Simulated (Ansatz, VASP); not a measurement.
## Ge: 3 runs at one level of theory

The starting cell:

```
Ge
1.0
     0.00000    2.82891    2.82891
     2.82891    0.00000    2.82891
     2.82891    2.82891    0.00000
Ge
2
Direct
  0.75000 0.75000 0.75000
  0.50000 0.50000 0.50000
```

Alike in all runs: task relaxation of cell and atoms; functional RPBE; dispersion D3(BJ); k mesh 8 × 8 × 8; occupations fermi-dirac, width 0.05 eV; no spin polarisation; no spin-orbit coupling.

| program and potentials | plane-wave cutoff (eV) | notes | equilibrium volume (Å³/atom) |
| --- | --- | --- | --- |
| Ansatz, Ansatz PAW | 420 | potentials made for PBE, which Ansatz adapts in part | 21.19 |
| VASP, PBE PAW files Ge_d, 600 eV | 600 | potentials made for PBE | 21.15 |
| Ansatz, all-electron LAPW, scalar-relativistic | - | - | 21.18 |

The equilibrium volume spans 21.15 (VASP, PBE PAW files Ge_d, 600 eV) to 21.19 Å³/atom (Ansatz, Ansatz PAW), with all-electron results at 21.18. Some sets were made for another functional than the one run, which can shift their rows. Relaxations stop with a little pressure left, so the last digit of a volume isn't settled.

Differences between rows come from potentials, basis sets and numerical settings, since the functional is the same but for its coding. Runs on potential files found faulty are left out.

The three runs give practically the same volume, and the two PAW values, 21.15 and 21.19 Å³/atom, lie on either side of the all-electron 21.18. The differences are too small to rank the potentials.

All three volumes, however, are clearly below both that of the starting cell and the measured volume of diamond-structure germanium. This is unexpected for RPBE, which on its own underbinds covalent semiconductors and makes their lattices too large. Because the all-electron run shows the same contraction, the potentials are unlikely to be its source. The probable cause is the dispersion term: pairwise coefficients derived from atoms and molecules take little account of screening in a dense, highly polarisable solid, and the damping may leave too much attraction at and just beyond bonding distances. The added pull would then more than offset the underbinding of RPBE.

The agreement therefore supports the numerical consistency of the runs, not the accuracy of this functional and dispersion pairing for germanium. Relaxations without the dispersion term would be needed to separate the two contributions.
